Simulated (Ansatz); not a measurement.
ZnO

The computed numbers are results of PBE, scalar-relativistic (no spin polarisation) in the plane-wave PAW code Ansatz at 420 eV, Γ-centred 12×12×8 mesh, 0.05 eV Gaussian smearing; PAW files: Ansatz's generated set soft_2.

```
CELL_PARAMETERS angstrom
3.27944 0.00000 0.00000
-1.63972 2.84008 0.00000
0.00000 0.00000 5.29346
ATOMIC_POSITIONS crystal
Zn 0.33333 0.66667 0.00151
Zn 0.66667 0.33333 0.50151
O 0.33333 0.66667 0.38059
O 0.66667 0.33333 0.88059
```

The chain of runs began from a measured cell (COD), expanded in volume.

The run above is the reference. The same cell was run again with other input settings; several of them aren't fit for production, so the rows show the settings' effect and aren't properties of the material.

| keys changed | outcome | ΔE (meV/atom) | P (GPa) | gap on the mesh (eV) | cell moment (μB) | largest force component (eV/Å) | SCF iterations | rough core-seconds | new warnings |
| --- | --- | --- | --- | --- | --- | --- | --- | --- | --- |
| none (reference) | converged | 0.0 | 0.0 | 0.74 | – | 0.000 | – | – | – |
| scf.n_extra_bands: 16; hamiltonian.dispersion: "d3bjatm" | converged | – | -2.4 | 0.74 | – | 0.002 | 6 | 10 | – |
| scf.eigensolver.kind: "davidson"; basis.precision: "f64"; basis.ecutwfc: 420 → "400 eV" | converged | 5.6 | 0.0 | 0.74 | – | 0.000 | 6 | 10 | cutoff below recommended |
| basis.ecutwfc: 420 → "300 eV"; crystal.symmetry: {"detect": false} | converged | 261.3 | -1.3 | 0.76 | – | 0.003 | 7 | 30 | cutoff below recommended |
| basis.ecutwfc: 420 → "18.4 Ry" | converged | 1346.7 | 2.9 | 0.78 | – | 0.026 | 8 | 5 | cutoff below recommended |
| scf.lower_state_search: "standard"; scf.algorithm: "density_mixing"; crystal.symmetry: {"detect": false} | converged | 0.0 | 0.0 | 0.74 | – | 0.000 | 6 | 40 | – |
| scf.algorithm: "direct_min" | converged | 0.0 | 0.0 | 0.74 | – | 0.000 | 5 | 18 | – |

These changes also left energy (to 0.1 meV/atom), pressure, gap, moment and forces as in the reference: basis.ecutrho_ratio: 4 → 9.

ΔE is the energy with the smearing extrapolated to zero. It is left out where the change alters the Hamiltonian or the spin treatment. The varied runs start from atomic densities (corrected by the program's trained start where that serves), with the default search for lower states unless a row changes it.

(1) What happens with these changes: hamiltonian.pseudopotentials: {"kind": "paw", "source": "jth"}; scf.lower_state_search: "standard"?

(2) What happens with these changes: hamiltonian.xc: "pbe" → "r2scan"; basis.ecutwfc: 420 → "400 eV"?

Answers:

(1) outcome converged, P (GPa) -0.1, gap on the mesh (eV) 0.72, largest force component (eV/Å) 0.000, SCF iterations 8, rough core-seconds 10, new warnings cutoff below recommended; radial quadrature taken.

(2) outcome converged, P (GPa) -5.8, gap on the mesh (eV) 1.17, largest force component (eV/Å) 0.003, SCF iterations 7, rough core-seconds 13, new warnings cutoff below recommended.

Changing scf.algorithm only steers the path to self-consistency, so the energy stays within 0.5 meV/atom.

Other pseudopotential files need their own cutoff; where it is too low, pressure and moments show the cutoff and not the files.

The pair part of a dispersion correction pulls inward (a three-body part mostly pushes out), and in metals and ionic crystals with large ions it often overbinds.

Of the reference: Semilocal functionals underestimate band gaps, commonly by a third or more. The relaxed cell is 4 % larger in volume than the cell of this structure in the Crystallography Open Database (11.90 Å³/atom, 2014).
